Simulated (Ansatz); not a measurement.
Input:

LiI:
```cif
data_I4Li4
_chemical_formula_sum 'Li4 I4'
_space_group_name_H-M_alt 'Fm-3m'
_space_group_IT_number 225
_space_group_name_Hall '-F 4 2 3'
_cell_length_a 5.90223
_cell_length_b 5.90223
_cell_length_c 5.90223
_cell_angle_alpha 90.000
_cell_angle_beta 90.000
_cell_angle_gamma 90.000
loop_
_atom_site_label
_atom_site_type_symbol
_atom_site_symmetry_multiplicity
_atom_site_Wyckoff_symbol
_atom_site_fract_x
_atom_site_fract_y
_atom_site_fract_z
_atom_site_occupancy
Li1 Li 4 a 0.00000 0.00000 0.00000 1
I1 I 4 b 0.50000 0.50000 0.50000 1
```
(The calculation used a cell of 2 atoms; values per cell refer to that cell.)

This is the PBEsol-relaxed structure.

Question: All from PBEsol (plane waves, PAW; program Ansatz), unless another level is named. Give the gap with spin–orbit coupling.

Answer: 3.96 eV.

Question: Give the hole effective mass.

Answer: 0.33, 1.2, 6.2 mₑ (principal values).

Question: What about the hole effective mass with spin–orbit coupling, band 1 of 2 at the edge?

Answer: 0.93 along [100], 2.3 along [110], 3.5 along [111] (mₑ).

Question: And the conduction-band minimum?

Answer: at X (3 equivalent valleys).

Symmetry was held in the PBEsol relaxation; of distortions, only those at the zone centre were tested. Spin–orbit coupling is left out wherever it is not named.

Potentials: the later of the program's two PAW sets.
